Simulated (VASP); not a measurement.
Crystal: BN (Qingsongite).

```
B N
1.0
     0.00000    1.80750    1.80750
     1.80750    0.00000    1.80750
     1.80750    1.80750    0.00000
B N
1 1
Cartesian
  0.0000 0.0000 0.0000
  0.9038 0.9038 0.9038
```

| Property | Result |
| --- | --- |
| Program | VASP 6.6.1 |
| Task | relaxation of cell and atoms |
| Functional | LDA |
| Potentials or basis | VASP PAW LDA potentials, release 64 (B, N) |
| Cutoff | 600 eV |
| k mesh | 14 × 14 × 14 |
| Occupations | gaussian, width 0.03 eV |
| Spin | no spin polarisation |

At the start: pressure -10.3 GPa; volume 5.91 Å³/atom.

**Question.** How do energy, volume and symmetry change on relaxing?

**Answer.** Over 3 steps the energy falls by 5.2 meV/atom and the volume is 5.75 Å³/atom (-2.7 %); space group F-43m (No. 216, to 0.05 Å).

The path:
```tsv
step	energy change (eV)	largest force (eV/Å)	pressure (GPa)	volume (Å³)
1	0.0000	0.0000	-10.29	11.81
2	0.0014	0.0000	12.01	11.17
3	-0.0104	0.0000	-0.06	11.50
```

Final structure:
```yaml
crystal:
  lattice:
    - [0.00000, 1.79137, 1.79137]
    - [1.79137, 0.00000, 1.79137]
    - [1.79137, 1.79137, 0.00000]
  atoms:
    - { symbol: B, position: [0.00000, 0.00000, 0.00000] }
    - { symbol: N, position: [0.25000, 0.25000, 0.25000] }
```
